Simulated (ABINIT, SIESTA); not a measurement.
This is a calculation of Nb for ABINIT 10.8.3 (patched build). The given cell was strained at random by a few per cent at fixed volume. This isn't the form of Nb at room conditions, which is bcc.

Contents of run.abi:

```
# Pseudopotentials
pp_dirpath "./"
pseudos "Nb.GGA_PBE-JTH.xml"

# Structure
acell 2.7126007836 2.7432598708 2.7038767735 Angstrom
rprim
     0.9999429390    -0.0067341277    -0.0082927794
    -0.0066588660     0.9999741655    -0.0027069984
    -0.0083195359    -0.0027464269     0.9999616205
ntypat 1
znucl 41
natom 1
typat 1
xred
     0.5143210000     0.5027060000     0.5213490000
chkprim 0
chksymtnons 0
tolsym 1.0e-6

# Plane-wave basis
ecut 16.0
pawecutdg 32.0
pawxcdev 0

# k points
kptopt 1
ngkpt 10 10 10
nshiftk 1
shiftk 0.0 0.0 0.0

# Exchange and correlation
ixc 11

# Bands and occupations
nband 11
occopt 3
tsmear 0.05 eV

# SCF cycle
nstep 100
tolvrs 1.0e-9

# Output
iomode 3
prtwf 0
prtden 0
prteig 0
prtebands 0
enunit 2
```

Potentials or basis: JTH PAW PBE v2.0.

Run with:

```console
$ abinit run.abi > log 2>&1
```

Task: What does the same run look like in SIESTA 5.4.2? Potentials or basis there: files PseudoDojo sr-pbe-0.4.1-standard, DZP (energy shift 0.003 Ry; two zetas on semicore shells).

Result: As run (cutoffs and basis follow the program's own potentials, and thresholds, step limits or extra output files can differ):

Nb.fdf

```
SystemName                      Nb
SystemLabel                     Nb
NumberOfSpecies                 1
NumberOfAtoms                   1
%block ChemicalSpeciesLabel
  1  41 Nb
%endblock ChemicalSpeciesLabel

UseStructFile                   true

%block kgrid.MonkhorstPack
   10   0   0  0.0
    0  10   0  0.0
    0   0  10  0.0
%endblock kgrid.MonkhorstPack
XC.Functional                   GGA
XC.Authors                      PBE
PAO.BasisSize                   DZP
PAO.EnergyShift                 0.003 Ry
Mesh.Cutoff                     800 Ry
OccupationFunction              FD
ElectronicTemperature           0.05 eV
MaxSCFIterations                120
SCF.MustConverge                false
SCF.Mixer.Method                Pulay
SCF.Mixer.Weight                0.25
SCF.Mixer.History               8
SCF.DM.Tolerance                5.0e-05
SCF.H.Tolerance                 1.0e-03 eV
WriteForces                     true
Charge.Mulliken                 end
%block PAO.Basis
  Nb 5
  n=4 0 2
    3.366 0.000
  n=5 0 2
    9.205 0.000
  n=4 1 2
    3.905 0.000
  n=5 1 1
    9.205
  n=4 2 2
    7.356 0.000
%endblock PAO.Basis
```

The input Nb.STRUCT_IN:

```
   2.7124460000    -0.0182670000    -0.0224950000
  -0.0182670000     2.7431890000    -0.0074260000
  -0.0224950000    -0.0074260000     2.7037730000
1
1  41    0.5143210000     0.5027060000     0.5213490000
```

Potentials or basis: PseudoDojo 0.4 standard (PBE files), converted to PSML, two zetas on semicore shells, DZP (energy shift 0.003 Ry; two zetas on semicore shells).

Run with:

```bash
$ siesta < Nb.fdf > Nb.out 2>&1
```

Both were run:

|  | ABINIT | SIESTA |
| --- | --- | --- |
| Pressure | 0.0 GPa | 2.3 GPa |
| Energy over the undisturbed cell | -4.5 meV/atom | -4.3 meV/atom |

The undisturbed cell isn't at this level's minimum, so the move can lower the energy.

Pressure is positive in compression.
